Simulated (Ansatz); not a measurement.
## How the field gradients follow the size of the cell in GaSe

Reference cell: a structure deposited in the COD, ions relaxed with PBE at fixed cell.

```cif
data_GaSe
_symmetry_space_group_name_H-M 'P6_3/mmc'
_symmetry_Int_Tables_number 194
_cell_length_a 3.7500
_cell_length_b 3.7500
_cell_length_c 15.9200
_cell_angle_alpha 90.000
_cell_angle_beta 90.000
_cell_angle_gamma 120.000
loop_
_atom_site_label
_atom_site_type_symbol
_atom_site_symmetry_multiplicity
_atom_site_Wyckoff_symbol
_atom_site_fract_x
_atom_site_fract_y
_atom_site_fract_z
Ga Ga 4 f 0.3333 0.6667 0.9277
Se Se 4 f 0.3333 0.6667 0.1564
```

One atom of each set is listed.

Computed with Ansatz: DFT, PBE, plane waves and PAW, scalar-relativistic, 420 eV cutoff, Γ-centred 14×14×3 k-points, Fermi–Dirac smearing 0.05 eV.

The cell is scaled uniformly, and the ions relax again at each size.

V_zz in 10²¹ V/m²:

| V/V₀ | Ga V_zz (η) | Se V_zz (η) |
| --- | --- | --- |
| 0.94 | -0.40 (0.00) | 19.69 (0.00) |
| 0.96 | -0.27 (0.00) | 18.67 (0.00) |
| 1.00 | 0.053 (0.00) | 16.64 (0.00) |
| 1.02 | 0.22 (0.00) | 15.55 (0.00) |
| 1.06 | 0.58 (0.00) | 13.83 (0.00) |

(1) One more run gives Ga -0.12 (0.00), Se 17.65 (0.00). At which V/V₀ was it made?

With no gap above 0.1 eV, as in a metal, the gradients converge slowly in k; expect changes of a tenth or more on a denser mesh.

Results:

(1) V/V₀ = 0.98. Se changes steadily, and interpolating it between the rows gives 0.980. Logarithmic slopes d ln|V_zz|/d ln V over the series, for the sites that change steadily: Se -3.0. Point charges on a uniformly scaled lattice would give −1; atoms that shift within the cell as it changes, and charge that moves in the bonds, make the difference.

No dispersion correction is included, which matters between the layers of this solid.
